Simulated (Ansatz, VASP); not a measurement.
## Zn16HNO15 (N-H pair in ZnO) in two plane-wave programs

Aim: how closely do two programs agree when they are given the same cell, functional and k mesh? The cell is taken from a series of runs on this material, whose earlier steps may have relaxed, scaled, displaced or heated it; both programs get it as it stands.

Program: Ansatz 0.2.0. Level of theory: plane waves, with VASP 6.6.1 beside it; single point at HSE06. Results are calculated unless marked as measured.

## Step 1: The structure

The cell holds 33 atoms: 16 Zn, 15 O, 1 N and 1 H. Its edges and angles: a = 6.559 Å, b = 6.559 Å, c = 10.587 Å, α = 90.0°, β = 90.0°, γ = 120.0°. It derives from ZnO (ZnO (P6_3mc)). Nearest the centre at fractional (0.753, 0.377, 0.424): N32 at 0.25 Å, H33 at 0.47 Å, Zn16 at 1.98 Å, Zn12 at 1.99 Å, Zn9 at 2.01 Å, Zn4 at 2.44 Å, O22 at 2.90 Å, O18 at 2.90 Å.

## Step 2: VASP: single point, HSE06

With cell and atoms fixed, the geometry can't cause a difference; cores, projectors, grids and the points listed under the comparison can.

Lines of VASP's logs that name or quote its potential files are left out, and so is its time.

The run reads the wave functions of an earlier VASP run, which isn't shown here.

INCAR

```
SYSTEM = Zn16HNO15
PREC = Accurate
ENCUT = 520
EDIFF = 1E-06
NELM = 100
ISMEAR = -1
SIGMA = 0.01
LREAL = Auto
ALGO = Normal
LHFCALC = .TRUE.
AEXX = 0.25
GGA = PE
HFSCREEN = 0.208
LASPH = .TRUE.
NBANDS = 167
PRECFOCK = Fast
LORBIT = 11
LWAVE = .FALSE.
LCHARG = .FALSE.
ISIF = 2
```

POSCAR

```
Zn16HNO15
1.0
    6.5590399475      0.0000000000      0.0000000000
   -3.2795199737      5.6802952189      0.0000000000
    0.0000000000      0.0000000000     10.5865020882
Zn O N H
16 15 1 1
Direct
    0.1567298645      0.3262681199      0.2520047844
    0.3300064427      0.1647322530      0.9987930310
    0.1710190850      0.3326603993      0.7502606863
    0.3475873184      0.1735016510      0.4979461733
    0.1567256879      0.8299103830      0.2520016447
    0.3271120493      0.6632827485      0.0037201768
    0.1710267779      0.8378126983      0.7502646872
    0.3243868263      0.6619032311      0.5010740763
    0.6506462735      0.3250646779      0.2421254609
    0.8320425966      0.1639643359      0.9996446629
    0.6730764348      0.3362696028      0.7524806002
    0.8266193621      0.1509230743      0.5085759993
    0.6602081669      0.8298406889      0.2512104301
    0.8320451304      0.6675425964      0.9996439895
    0.6606165703      0.8300293867      0.7555714013
    0.8266305976      0.6751343387      0.5085693494
    0.3209707363      0.1602124778      0.1856453294
    0.1673769913      0.3255133263      0.4408414416
    0.3440642041      0.1717582301      0.6850452139
    0.1655609737      0.3323319916      0.9373567275
    0.3236561688      0.6615537181      0.1919802498
    0.1673895758      0.8412937024      0.4408337376
    0.3304685142      0.6649583994      0.6882144766
    0.1655635400      0.8326865821      0.9373581890
    0.8276106858      0.1607694172      0.1857704518
    0.8350719497      0.1620793449      0.6947782381
    0.6653847631      0.3324251710      0.9396648879
    0.8276101319      0.6663163959      0.1857665429
    0.6547120969      0.8270765147      0.4399156324
    0.8350843940      0.6724533325      0.6947745151
    0.6588845624      0.8291739527      0.9414924840
    0.7114589521      0.3554571814      0.4292695173
    0.8297281018      0.4145645767      0.4075739141
```

KPOINTS

```
Automatic mesh
0
Gamma
1 1 1
0 0 0
```

The projector-augmented-wave data sets are Zn, O, N and H (PBE family, release 64).

Command:

```sh
$ export OMP_NUM_THREADS=3
$ mpirun -np 1 vasp_gam
```

Numbers of over 12 decimals in the logs are rounded to 6 here.

Output:

```text
[banner, memory and clock lines left out]
running    1 mpi-ranks, on    1 nodes
[...]
Offloading initialized ...    1 GPUs detected
[...]
LDA part: xc-table for (Slater+PW92), standard interpolation
 found WAVECAR, reading the header
 POSCAR, INCAR and KPOINTS ok, starting setup
[...]
reading WAVECAR
 the WAVECAR file was read successfully
 initial charge from wavefunction
 entering main loop
       N       E                     dE             d eps       ncg     rms          rms(c)
DAV:   1    -0.177181540573E+03   -0.17718E+03   -0.11762E+01   420   0.425E+01    0.684E+00
DAV:   2    -0.177096514055E+03    0.85027E-01   -0.48890E+00   412   0.151E+01    0.220E+00
DAV:   3    -0.177119080024E+03   -0.22566E-01   -0.49105E-01   460   0.434E+00    0.121E+00
DAV:   4    -0.177121703084E+03   -0.26231E-02   -0.64459E-02   372   0.982E-01    0.692E-01
[...]
DAV:  11    -0.177118277431E+03    0.30995E-05   -0.34998E-06   300   0.939E-03    0.183E-02
DAV:  12    -0.177118275818E+03    0.16128E-05   -0.13334E-06   220   0.867E-03    0.112E-02
DAV:  13    -0.177118275003E+03    0.81504E-06   -0.11763E-06   204   0.783E-03
   1 F= -.17711828E+03 E0= -.17711828E+03  d E =-.755510E-13
```

From OUTCAR (step 2):

```text
  Total       17.4839029      6.7771471     -4.9030268      9.2502137     -3.5490105     -6.1579839
  in kB       71.0207569     27.5292147    -19.9164155     37.5749728    -14.4163126    -25.0141332
  external PRESSURE =      26.2111854 kB  Pullay stress =       0.0000000 kB

 POSITION                                       TOTAL-FORCE (eV/Angst)
 -----------------------------------------------------------------------------------
     -0.04201      1.85330      2.66785        -0.016786      0.026427      0.024363
      1.62428      0.93573     10.57372         0.003601      0.002641     -0.002102
      0.03075      1.88961      7.94264         0.025653     -0.006527     -0.004845
      1.71084      0.98554      5.27151         0.238973      0.138245     -0.089143
     -1.69374      4.71414      2.66782         0.014203     -0.028425      0.024918
     -0.02971      3.76764      0.03938        -0.007071     -0.003897      0.010889
     -1.62585      4.75902      7.94268         0.006820      0.024731     -0.004971
     -0.04306      3.75981      5.30462        -0.047039     -0.026894     -0.023042
      3.20156      1.84646      2.56326        -0.074583     -0.043032     -0.113740
      4.91968      0.93137     10.58274         0.004499      0.008331     -0.016718
      3.31193      1.91011      7.96614        -0.007290     -0.004529      0.002916
      4.92687      0.85729      5.38404         0.072613     -0.085176      0.061811
      1.60885      4.71374      2.65944        -0.011258     -0.006775      0.001490
      3.26820      3.79184     10.58273         0.008489     -0.000255     -0.016990
[...]
-----------------------------------------------------------------------------------
    total drift:                               -0.007487     -0.003892     -0.015950

  FREE ENERGIE OF THE ION-ELECTRON SYSTEM (eV)
  ---------------------------------------------------
  free  energy   TOTEN  =      -177.1182750034 eV

  energy  without entropy=     -177.1182750034  energy(sigma->0) =     -177.11827500

[... 3 further parts left out ...]
[key lines of the parts left out:]
E-fermi :   0.3394
```

The run ends at a pressure of 2.62 GPa, with forces up to 41 eV/Å.

(Continued in part 2 of 2.)

[Lines on the potential files, build, host, timing and source positions are cut from VASP's logs without a mark.]

[Logs are printed without paths, hosts, clocks, repeated set-up lines and the standing remarks that a program may print on its own settings, such as how far it seeks lower states.]

[Hosts, paths, dates, database ids (printed as entryN), source tags and the programs' standing remarks are cut or masked in the printed files.]
